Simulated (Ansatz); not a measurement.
# Si(111) with SH: bands and core levels, part 2 of 3

What would XPS and angle-resolved spectra of Si(111) with SH look like?

Ansatz 0.2.0; DFT, PBE, plane-wave PAW, scalar-relativistic; PAW set soft_1.

So far, gap on the k-mesh (eV): step 2 (relaxing the atoms) 0.841.

## (3) Bands by layer (continued)

Maxima picked by a test of local sharpness, so broad peaks and shoulders can be missing; peaks within 0.45 eV of a curve's cut are left out. Valence peaks, by row, the first 40 of 69 rows:

```
photon energy (eV)  binding energy (eV)  height (% of the maximum within 13 eV)  main shell  its share (%)
              21.2                9.788                                   14.35       Si 3s          42.76
              21.2                9.138                                   16.98       Si 3s          36.15
              21.2                8.388                                   16.53        H 1s          37.22
              21.2                7.488                                   22.83        H 1s          36.64
              21.2                6.738                                   44.31        H 1s          37.43
              21.2                5.638                                     100        S 3p          52.53
              21.2                4.288                                    62.1        S 3p          42.35
              21.2                3.638                                   98.29        S 3p          67.75
              21.2                2.988                                   78.84        S 3p          64.65
              21.2                2.638                                   72.94        S 3p          64.25
              21.2                2.238                                    69.5        S 3p          65.42
              21.2                1.638                                   92.94        S 3p          74.72
              21.2                1.038                                   58.44        S 3p          83.89
                60                13.64                                   58.41        S 3s          79.54
                60                9.788                                   26.26       Si 3s          63.24
                60                9.188                                   28.35       Si 3s          60.51
                60                8.438                                   21.78       Si 3s          53.95
                60                7.488                                   24.72       Si 3s          40.37
                60                6.788                                   44.33       Si 3p          33.31
                60                5.638                                    73.2        S 3p          54.37
                60                5.038                                   35.02        S 3p          47.77
                60                4.288                                   51.73       Si 3p          42.43
                60                3.638                                     100        S 3p          50.45
                60                2.988                                   83.69       Si 3p          47.07
                60                2.638                                   81.86       Si 3p          50.94
                60                2.188                                   74.68       Si 3p          49.14
                60                1.638                                   91.33        S 3p           57.6
              1254                13.64                                   123.3        S 3s          91.02
              1254                10.64                                   52.85       Si 3s          85.77
              1254                9.788                                   82.52       Si 3s          87.04
              1254                9.188                                   83.23       Si 3s          86.09
              1254                8.438                                   59.01       Si 3s           83.5
              1254                6.788                                   85.69       Si 3s          70.74
              1254                6.138                                   65.52       Si 3s          54.45
              1254                5.638                                   84.28        S 3p           36.4
              1254                4.338                                   62.93       Si 3p          33.61
              1254                3.638                                     100        S 3p          38.89
              1254                2.988                                   80.13       Si 3p           43.3
              1254                2.638                                   79.08       Si 3p          47.48
              1254                2.188                                   71.49       Si 3p          48.14
```

The planar mean, electrostatic potential oscillates, so the rows of the table below give means over windows of 1 Å about each position, cut where the curve ends. Its maxima inside the range that stand out by 2 % of the span (Å: eV): 10.4: 1.85, 13.6: 1.88, 16.8: 1.95. Its minima: 8.9: -10.4, 12.0: -10.3, 15.2: -10.2, 17.9: -5.52.

From the valence-band maximum. Planar mean, electrostatic potential against z; means over each step:

```
z (Å)  planar mean, electrostatic potential (eV)
    0                                       4.60
    1                                       4.47
    2                                       4.41
    3                                       4.41
    4                                       4.41
    5                                       4.41
    6                                       4.21
    7                                       2.41
    8                                      -3.44
    9                                      -8.49
   10                                      -1.03
   11                                      -2.22
   12                                      -8.66
   13                                      -2.29
   14                                     -0.935
   15                                      -8.46
   16                                      -3.72
   17                                     -0.227
   18                                      -3.44
   19                                       3.91
   20                                       4.84
   21                                       4.88
   22                                       4.88
   23                                       4.88
   24                                       4.82
```

The intensity has structure finer than the step of the table below, so its rows give means over 1 eV, whole bins alone (the curve runs from -15.9 to 1.39 eV). Peaks (eV: height): S K-beta -5.6: 66.8, -1.6: 100.0; S K-beta, E along x -5.6: 109, -1.6: 73.2; S K-beta, E along y -1.5: 188; S K-beta, E along z -3.6: 149; S L2,3 -13.6: 99.4.

Shapes are the site's partial DOS without matrix elements, which overweights lines from ligand s bands. Intensity against emission energy less the core level's binding energy, zero at the valence-band maximum; means over each step; 7 of 10 lines; values in % of the unpolarised maximum:

```
emission energy less the core level's binding energy (eV)  S K-beta  S K-beta, E along x  S K-beta, E along y  S K-beta, E along z  S L2,3  Si K-beta  Si K-beta, E along x
                                                      -15      1.13                 1.39                0.792                 1.21    11.3       1.15                 0.755
                                                      -14      2.50                 3.33                 1.55                 2.63    67.8       2.77                  1.33
                                                      -13      2.22                 2.83                 1.42                 2.41    40.3       2.61                  1.66
                                                      -12      1.76                 1.86                 1.15                 2.27    6.80       3.08                  2.86
                                                      -11      2.58                 2.27                 1.40                 4.08    3.72       7.10                  7.19
                                                      -10      4.50                 3.52                 2.01                 7.97    3.74       12.9                  13.6
                                                       -9      7.25                 6.09                 3.17                 12.5    3.15       15.2                  16.8
                                                       -8      12.9                 13.1                 6.01                 19.7    2.08       15.0                  16.7
                                                       -7      26.7                 33.7                 14.2                 32.1    2.23       26.7                  25.8
                                                       -6      55.1                 86.6                 35.1                 43.7    7.51       27.8                  26.0
                                                       -5      53.5                 81.4                 37.1                 41.9    8.20       31.2                  29.2
                                                       -4      74.8                 65.7                 48.9                  110    8.90       70.1                  66.2
                                                       -3      89.0                 61.4                 94.0                  112    4.57       93.3                  92.8
                                                       -2      91.8                 66.9                  161                 47.0    1.56       90.8                  94.0
                                                       -1      72.4                 54.5                  144                 18.8   0.633       47.4                  55.3
                                                        0      21.0                 16.2                 41.4                 5.53   0.218       13.9                  17.0
```

Sums over each group's atoms; left-over states aren't shared out by site. Site centres, by row:

```
       group  element  shell  occupied states  centre of occupied part (eV)  centre up to the window's top (eV)
   adsorbate        S     3s            6.716                        -11.87                              -10.91
   adsorbate        S     3p            17.94                        -3.598                              -2.838
   adsorbate        H     1s            3.455                        -8.592                              -5.795
     layer 1       Si     3s            4.794                        -8.524                              -5.593
     layer 1       Si     3p            10.29                        -4.658                              -1.981
     layer 2       Si     3s            4.881                        -8.001                              -5.527
     layer 2       Si     3p            11.18                          -3.8                              -1.783
     layer 3       Si     3s            4.841                         -8.12                              -5.434
     layer 3       Si     3p            11.02                        -3.899                              -1.643
      middle       Si     3s            4.833                        -8.131                              -5.394
      middle       Si     3p            11.02                        -3.899                              -1.624
other layers       Si     3s            9.523                        -8.268                              -5.617
other layers       Si     3p            21.88                        -3.865                              -1.694
other layers        H     1s            4.112                        -5.305                              -3.372
```

Table of broadened DOS, unweighted empty DOS by E, zero at the valence-band maximum; read off at these points:

E (eV), broadened DOS, unweighted empty DOS (states/eV/cell) and a bar:
```
    -0.96        0.0 
    -0.76        0.0 
    -0.66        0.0 
    -0.46        0.0 
    -0.36        0.0 
    -0.16        0.0 
    -0.06        0.0 
     0.04        0.0 
     0.14        0.0 
     0.24        0.0 
     0.44        0.4 
     0.64        1.4 ##
     0.74        2.3 ###
     0.94        3.7 #####
     1.04        4.0 ######
     1.24        5.1 #######
     1.34        6.6 #########
     1.54       11.0 ###############
     1.64       12.9 ##################
     1.84       14.1 ####################
     1.94       13.9 ####################
     2.14       14.5 ####################
     2.34       17.0 ########################
     2.44       18.4 ##########################
     2.64       20.5 #############################
     2.74       21.1 ##############################
     2.84       21.4 ##############################
     2.94       21.4 ##############################
     3.04       21.1 ##############################
     3.24       20.0 ############################
     3.34       19.7 ############################
     3.54       21.0 #############################
```

The spectra weight each projected shell by its atomic cross section (Dirac–Hartree–Slater) and angular factor, for unpolarised light with the analyser at 54.7° from the beam. Broadening, on top of any smearing of the DOS itself: a Gaussian of 0.15 eV and a Lorentzian of 0.05 eV plus 0.05 times the binding energy (full widths), Fermi edge at 77 K. Each atom is damped by exp[−depth/(λ cos θ)], θ = 0° from the normal, λ from the universal curve. Curves are cut 10 eV under the photon energy, above any shell that the free atom's threshold puts out of reach, or at the lower edge of the window: 11.2 eV at 21.2 eV, 15.9 eV at 60 eV, 15.9 eV at 1253.6 eV, 15.9 eV at 1486.7 eV and 15.9 eV at 5414.7 eV. Dipole terms alone, which is rough above 3 keV; no background, satellites or final-state effects.

How the area divides among the shells (%):

```
shell  21.2 eV  60 eV  1253.6 eV  1486.7 eV  5414.7 eV
 S 3s      0.0   14.5       23.1       24.2       30.9
 S 3p     56.7   36.6       18.6       16.9        6.7
 H 1s     21.3    4.0        0.1        0.1        0.0
Si 3s      5.9   14.7       40.5       42.8       56.0
Si 3p     16.1   30.2       17.6       16.0        6.4
```

Regions along c: top from 15.2 to 21.9 Å, middle from 9.8 to 15.2 Å, bottom from 3.0 to 9.8 Å.

States with weight above 0.08 nearest the zero at K of the zone, within the window kept, -7.6 to 4.4 eV (levels that the program groups as degenerate share a row):

```
E (eV)  weight, total  weight, top  weight, middle  weight, bottom
 -4.14           1.00         0.20            0.27            0.53
 -3.74           1.00         0.27            0.23            0.50
 -3.22           1.00         0.45            0.39            0.16
 -2.94           1.00         0.45            0.44            0.11
 -2.51           1.00         0.12            0.63            0.25
 -1.88           1.00         0.62            0.34            0.04
  1.91           1.00         0.23            0.65            0.12
  2.31           1.00         0.19            0.54            0.27
  2.43           1.00         0.17            0.53            0.30
  3.80           1.00         0.32            0.39            0.29
```

States with weight above 0.08 nearest the zero at Γ of the zone, within the window kept, -7.6 to 4.4 eV (levels that the program groups as degenerate share a row):

```
E (eV)  weight, total  weight, top  weight, middle  weight, bottom
 -1.61           1.00         0.23            0.54            0.24
 -1.47           1.00         0.77            0.23            0.00
 -1.12           1.00         0.09            0.73            0.18
 -1.03           1.00         0.09            0.61            0.30
 -0.70           1.00         0.24            0.32            0.44
 -0.50           1.00         0.13            0.32            0.55
 -0.27           1.00         0.17            0.53            0.30
  0.00           1.00         0.48            0.45            0.07
  1.50           1.00         0.28            0.60            0.11
  1.81           1.00         0.20            0.42            0.38
```

States with weight above 0.08 nearest the zero at M of the zone, within the window kept, -7.6 to 4.4 eV (levels that the program groups as degenerate share a row):

```
E (eV)  weight, total  weight, top  weight, middle  weight, bottom
 -2.81           1.00         0.32            0.56            0.12
 -2.55           1.00         0.24            0.47            0.29
 -2.14           1.00         0.20            0.47            0.33
 -1.82           1.00         0.28            0.37            0.34
 -1.39           1.00         0.42            0.47            0.11
  0.84           1.00         0.14            0.70            0.17
  1.35           1.00         0.23            0.55            0.22
  1.48           1.00         0.24            0.30            0.46
  1.87           1.00         0.16            0.56            0.27
  2.87           1.00         0.27            0.51            0.22
```

The largest force component on a free atom is 0.002 eV/Å, so the atoms are at rest for these settings too.

## (4) Z+1 stand-in on atom 9

System of this step: Si23PH8S4. The cell holds 36 atoms: 8 H, 4 S, 1 P and 23 Si. Cell: a = 7.679 Å, b = 7.679 Å, c = 24.924 Å, α = 90.0°, β = 90.0°, γ = 60.0°. It derives from Si. Regions: ad, 8 atoms (4 S and 4 H); L1, 4 atoms (1 P and 3 Si); L2, 4 atoms (4 Si); L3, 4 atoms (4 Si); mid, 4 atoms (4 Si); rest, 12 atoms (8 Si and 4 H). Vacuum lies along c.

An atom with a screened core hole acts much like the next element, so total energies with that element on different sites give core-level shifts.

Contents of input.yaml:

```yaml
crystal:
  lattice:
    - [7.6791796437, 0.0, 0.0]
    - [3.8395898218, 6.6503646517, 0.0]
    - [0.0, 0.0, 24.9237769138]
  atoms:
    - { symbol: H, position: [0.087891526, 0.0844562739, 0.720057038] }
    - { symbol: H, position: [0.587891526, 0.0844562739, 0.720057038] }
    - { symbol: H, position: [0.087891526, 0.5844562739, 0.720057038] }
    - { symbol: H, position: [0.587891526, 0.5844562739, 0.720057038] }
    - { symbol: S, position: [-0.0138043808, -0.0157622219, 0.7110861009] }
    - { symbol: S, position: [0.4861956192, -0.0157622219, 0.7110861009] }
    - { symbol: S, position: [-0.0138043808, 0.4842377781, 0.7110861009] }
    - { symbol: S, position: [0.4861956192, 0.4842377781, 0.7110861009] }
[... 24 atom lines left out ...]
    - { symbol: H, position: [0.0, 0.0, 0.280856309] }
    - { symbol: H, position: [0.5, 0.0, 0.280856309] }
    - { symbol: H, position: [0.0, 0.5, 0.280856309] }
    - { symbol: H, position: [0.5, 0.5, 0.280856309] }
kpoints:
  mp_grid: { grid: [3, 3, 1] }
scf:
  occupations: { method: fermi_dirac, width: 0.02 }
  n_extra_bands: 27
hamiltonian:
  xc: pbe
  pseudopotentials: { kind: paw, azcp: { folder: soft_1 } }
output:
  forces: true
  write_potential: true
  volumetric_format: []
efield:
  axis: 3
  dipole_correction: true
```

Run with:

```bash
$ ansatz run input.yaml --threads 4 --pin off --max-ram 11264MiB --backend cpu --events-out ev --progress --plain --runs-dir out
```

Elapsed: 76 s, on 4 threads of Intel Xeon at 2.50GHz (Skylake/Cascade Lake), shared host; peak memory 2.6 GiB.

This run has no spin polarisation although its electron count is odd.

This step gave:

```yaml
free_energy: -19115.1926 eV
energy_at_zero_smearing: -19115.1809 eV
smearing_term_ts: 0.02342 eV
fermi_energy: 1.162 eV
symmetry_operations: 1
```

## (5) Z+1 stand-in on atom 12

System of this step: Si23PH8S4. The cell holds 36 atoms: 8 H, 4 S, 23 Si and 1 P. Its edges and angles: a = 7.679 Å, b = 7.679 Å, c = 24.924 Å, α = 90.0°, β = 90.0°, γ = 60.0°. It derives from Si. Regions: ad, 8 atoms (4 S and 4 H); L1, 4 atoms (3 Si and 1 P); L2, 4 atoms (4 Si); L3, 4 atoms (4 Si); mid, 4 atoms (4 Si); rest, 12 atoms (8 Si and 4 H). Vacuum lies along c.

The same swap on atom 12.

Edit input.yaml of step 4 so:

```diff
@@ -14,6 +14,6 @@
     - { symbol: S, position: [0.4861956192, 0.4842377781, 0.7110861009] }
-    - { symbol: P, position: [-0.0023977148, -0.0026881246, 0.6242917347] }
+    - { symbol: Si, position: [-0.0023977148, -0.0026881246, 0.6242917347] }
     - { symbol: Si, position: [0.4976022852, -0.0026881246, 0.6242917347] }
     - { symbol: Si, position: [-0.0023977148, 0.4973118754, 0.6242917347] }
-    - { symbol: Si, position: [0.4976022852, 0.4973118754, 0.6242917347] }
+    - { symbol: P, position: [0.4976022852, 0.4973118754, 0.6242917347] }
     - { symbol: Si, position: [0.8310365193, 0.3308191515, 0.5925931021] }
```

Elapsed: 73 s, on 4 threads; peak memory 2.6 GiB.

[end of part 2 of 3]

[Logs are printed without paths, hosts, clocks, repeated set-up lines and the standing remarks that a program may print on its own settings, such as how far it seeks lower states.]

[Hosts, paths, dates, database ids (printed as entryN), source tags and the programs' standing remarks are cut or masked in the printed files.]

[Maps of the electrostatic potential energy from Ansatz leave out the sawtooth potential of an applied field or a dipole correction, so their vacuum need not be flat; work functions include it.]
